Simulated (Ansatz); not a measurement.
The cell is AgBr (started from an entry of an open crystallographic database); cell and atoms were relaxed with r2SCAN. Space group Fm-3m (No. 225), cubic; conventional cell a = 5.786 Å, 24.21 Å³ an atom. Ag is surrounded by 6 Br at 2.89 Å; Br is surrounded by 6 Ag at 2.89 Å.

4 runs of Ansatz 0.2.0 on this cell differ in the functional (and in the settings that go with it). Levels are in eV from each run's valence top; v1 is the last filled band, c1 the first empty one.

Run A, mean stress +1.2 GPa (compression positive):

| point | v5 | v3 | v1 | c1 | c2 | c3 |
| --- | --- | --- | --- | --- | --- | --- |
| Γ | -2.70 | -1.85 | -1.85 | 0.68 | 9.93 | 9.93 |
| X | -2.72 | -2.31 | -2.23 | 1.65 | 7.10 | 8.97 |
| U | -2.56 | -2.15 | -1.16 | 2.98 | 6.84 | 8.20 |
| L | -2.41 | -2.08 | 0.00 | 3.80 | 6.46 | 6.81 |
| W | -2.31 | -2.21 | -1.47 | 3.75 | 7.14 | 7.67 |

Run B, mean stress -5.1 GPa (compression positive):

| point | v5 | v3 | v1 | c1 | c2 | c3 |
| --- | --- | --- | --- | --- | --- | --- |
| Γ | -2.75 | -1.85 | -1.85 | 0.38 | 9.85 | 9.85 |
| X | -2.74 | -2.35 | -2.28 | 1.39 | 6.97 | 8.74 |
| U | -2.61 | -2.18 | -1.18 | 2.76 | 6.66 | 8.00 |
| L | -2.46 | -2.13 | 0.00 | 3.56 | 6.23 | 6.63 |
| W | -2.36 | -2.25 | -1.53 | 3.57 | 6.91 | 7.50 |

Run C, mean stress +0.1 GPa (compression positive):

| point | v5 | v3 | v1 | c1 | c2 | c3 |
| --- | --- | --- | --- | --- | --- | --- |
| Γ | -2.94 | -1.85 | -1.85 | 2.01 | 11.24 | 11.24 |
| X | -2.75 | -2.56 | -2.45 | 3.02 | 8.19 | 10.48 |
| U | -2.79 | -2.36 | -1.20 | 4.35 | 8.09 | 9.58 |
| L | -2.66 | -2.25 | 0.00 | 5.04 | 8.07 | 8.24 |
| W | -2.56 | -2.39 | -1.47 | 5.11 | 8.69 | 8.95 |

Run D, mean stress +0.9 GPa (compression positive):

| point | v5 | v3 | v1 | c1 | c2 | c3 |
| --- | --- | --- | --- | --- | --- | --- |
| Γ | -3.29 | -1.75 | -1.75 | 2.69 | 12.06 | 12.06 |
| X | -2.91 | -2.82 | -2.71 | 3.79 | 9.01 | 11.26 |
| U | -3.12 | -2.62 | -1.28 | 5.15 | 8.90 | 10.38 |
| L | -3.01 | -2.52 | 0.00 | 5.72 | 8.96 | 8.96 |
| W | -2.91 | -2.60 | -1.59 | 5.96 | 9.38 | 9.76 |

Problem. Match the runs to LDA, PBE, r2SCANh, PBE0.

Solution. A is PBE, B is LDA, C is r2SCANh, D is PBE0. In order of the gap: LDA 0.38, PBE 0.68, r2SCANh 2.01, PBE0 2.69 eV.

No spin polarisation and no zero-point or thermal motion.

Spin-orbit coupling is left out.

The stress of a hybrid is loosely converged in these runs.

The meshes of the hybrids are coarse, so their gaps aren't converged to the digits shown.
